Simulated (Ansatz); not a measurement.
# InAs (Fm-3m): energy and pressure against volume

The task here is to estimate one member of a computed series from the others.

Method: DFT PBEsol, scalar-relativistic, plane waves, PAW, in Ansatz 0.2.0.

**The starting structure**

Symmetry: Fm-3m, No. 225, cubic system. The conventional cell has a = 5.650 Å, b = 5.650 Å, c = 5.650 Å, α = 90.00°, β = 90.00°, γ = 90.00°. Around In (site symmetry m-3m) lie 6 As at 2.83 Å. As (site symmetry m-3m) is surrounded by 6 In at 2.83 Å.

Structure file:

```cif
data_structure
_symmetry_space_group_name_H-M 'P 1'
_symmetry_Int_Tables_number 1
_cell_length_a 3.9955
_cell_length_b 3.9955
_cell_length_c 3.9955
_cell_angle_alpha 60.000
_cell_angle_beta 60.000
_cell_angle_gamma 60.000
_cell_volume 45.10
loop_
_atom_site_label
_atom_site_type_symbol
_atom_site_fract_x
_atom_site_fract_y
_atom_site_fract_z
_atom_site_occupancy
In1 In 0.50000 0.50000 0.50000 1
As1 As 0.00000 0.00000 0.00000 1
```

An earlier run at PBEsol left this cell at 22.551 Å³/atom and 0.03 GPa (14×14×14 mesh).

Set-up of the first run:

Contents of input.yaml:

```yaml
crystal:
  lattice:
    - [0.0, 2.7870470827, 2.7870470827]
    - [2.7870470827, 0.0, 2.7870470827]
    - [2.7870470827, 2.7870470827, 0.0]
  atoms:
    - { symbol: In, position: [0.5, 0.5, 0.5] }
    - { symbol: As, position: [0.0, 0.0, 0.0] }
basis:
  ecutwfc: 420
  ecutrho_ratio: 4
kpoints:
  mp_grid: { grid: [14, 14, 14] }
hamiltonian:
  xc: pbesol
scf:
  occupations: { method: gaussian, width: 0.05 }
output:
  forces: true
  stress: true
  eigenvalues: true
```

Started as:

```sh
ansatz run input.yaml --threads 1 --pin off --max-ram 2560MiB --backend cpu --events-out ev --progress --plain --runs-dir out
```

Steps of the session up to this table: Volume × 0.96; Volume × 1.04; Volume × 0.92; Volume × 0.88; Volume × 0.84; Volume × 0.8.

One table of the session follows, with a row left open; its other results are not shown here.

| volume (Å³/atom) | energy above the lowest (meV/atom) | pressure (GPa) |
| --- | --- | --- |
| 18.041 | 312.3 | 27.5 |
| 18.943 | 182.1 | 19.1 |
| 19.845 | 93.9 | 12.5 |
| 20.747 | 38.5 | 7.4 |
| 21.649 | ? | ? |
| 22.551 | 0.0 | 0.0 |
| 23.453 | 7.4 | -2.5 |

**Question.** Estimate the row for volume (Å³/atom) = 21.649.

Worked estimate for «energy above the lowest (meV/atom)». A straight line through the neighbours (20.747, 38.5) and (22.551, 0.0) gives 38.5 + (0.0 − 38.5) × (21.649 − 20.747) / (22.551 − 20.747) = 19.2; a parabola fitted to 4 rows on both sides gives 8.8.

As computed: energy above the lowest (meV/atom): 9.0; pressure (GPa): 3.3. In «energy above the lowest (meV/atom)» the line misses by +10.2 and the parabola by -0.2.

Limits of these values: Other structures may be lower in enthalpy at these pressures.
